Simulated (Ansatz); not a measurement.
# AlRu: an energy map of one atom

Aim: for AlRu, map the energy of atom 1 (Al) over a plane.

Computed with Ansatz 0.2.0 (DFT PBEsol, scalar-relativistic, plane waves, PAW, unless a step's input says otherwise).

### Step 1. The structure to begin with

Symmetry: Pm-3m, No. 221, cubic system. The conventional cell has a = 2.992 Å, b = 2.992 Å, c = 2.992 Å, α = 90.00°, β = 90.00°, γ = 90.00°. Al (site symmetry m-3m) is surrounded by 8 Ru at 2.59 Å. Around Ru (site symmetry m-3m) lie 8 Al at 2.59 Å.

Coordinates:

```
Al Ru
1.0
     2.99160    0.00000    0.00000
     0.00000    2.99160    0.00000
     0.00000    0.00000    2.99160
Al Ru
1 1
Direct
  0.00000 0.00000 0.00000
  0.50000 0.50000 0.50000
```

The cell is taken as given, not relaxed at this level.

### Step 2. Zero of energy

Reference values: F = -6342.3096 eV; pressure -3.23 GPa; largest force 0.000 eV/Å; gap on the mesh none (metal). It was computed beforehand with the settings of the runs below.

### Step 3. The scan: an energy map of one atom

Atom 1 (Al) is moved by p along (1.000, 0.000, 0.000) and q along (0.000, 0.000, 1.000) (Å), all else fixed; its images in the other cells move with it. Points alike by symmetry are run once.

### Step 4. At p = -0.450, q = -0.450

File input.yaml:

```yaml
crystal:
  lattice:
    - [2.9916, 0.0, 0.0]
    - [0.0, 2.9916, 0.0]
    - [0.0, 0.0, 2.9916]
  atoms:
    - { symbol: Al, position: [-0.1504211793, 0.0, -0.1504211793] }
    - { symbol: Ru, position: [0.5, 0.5, 0.5] }
basis:
  ecutwfc: 420
kpoints:
  mp_grid: { grid: [16, 16, 16] }
hamiltonian:
  xc: pbesol
scf:
  occupations: { method: gaussian, width: 0.15 }
output:
  forces: true
  stress: true
  eigenvalues: true
```

Command:

```console
$ ansatz run input.yaml --threads 1 --pin off --max-ram 2560MiB --backend cpu --events-out ev --progress --plain --runs-dir out
```

### Step 5. Point p = -0.450, q = 0.000

input.yaml: that of step 4 with these lines changed.

```diff
@@ -6,3 +6,3 @@
   atoms:
-    - { symbol: Al, position: [-0.1504211793, 0.0, -0.1504211793] }
+    - { symbol: Al, position: [-0.1504211793, 0.0, 0.0] }
     - { symbol: Ru, position: [0.5, 0.5, 0.5] }
```

### Step 6. At p = -0.450, q = -0.225

input.yaml: that of step 5 with these lines changed.

```diff
@@ -6,3 +6,3 @@
   atoms:
-    - { symbol: Al, position: [-0.1504211793, 0.0, 0.0] }
+    - { symbol: Al, position: [-0.1504211793, 0.0, -0.0752105897] }
     - { symbol: Ru, position: [0.5, 0.5, 0.5] }
@@ -20 +20,5 @@
   eigenvalues: true
+  write_density: true
+  write_potential: true
+  elf: true
+  volumetric_format: npy
```

### Step 7. Point p = -0.225, q = 0.000

input.yaml: that of step 6 with these lines changed.

```diff
@@ -6,3 +6,3 @@
   atoms:
-    - { symbol: Al, position: [-0.1504211793, 0.0, -0.0752105897] }
+    - { symbol: Al, position: [-0.0752105897, 0.0, 0.0] }
     - { symbol: Ru, position: [0.5, 0.5, 0.5] }
@@ -20,5 +20 @@
   eigenvalues: true
-  write_density: true
-  write_potential: true
-  elf: true
-  volumetric_format: npy
```

### Step 8. At p = -0.225, q = -0.225

input.yaml: that of step 7 with these lines changed.

```diff
@@ -6,3 +6,3 @@
   atoms:
-    - { symbol: Al, position: [-0.0752105897, 0.0, 0.0] }
+    - { symbol: Al, position: [-0.0752105897, 0.0, -0.0752105897] }
     - { symbol: Ru, position: [0.5, 0.5, 0.5] }
```

(Steps that only read results are left out.)

Before running it: what results should come out? Wanted: highest point; lowest point away from the origin.

**Answer**, as computed:

| quantity | value |
| --- | --- |
| highest point | 1.974 eV/cell at (p, q) = (-0.450, -0.450) |
| lowest point away from the origin | 0.191 eV/cell at (-0.225, 0.000) |

**Reading.** The undisturbed cell is the lowest computed point. Read as harmonic, the points at ±0.225 Å give force constants of 7.56 eV/Å² along p and 7.56 eV/Å² along q, so the site is nearly isotropic in this plane.
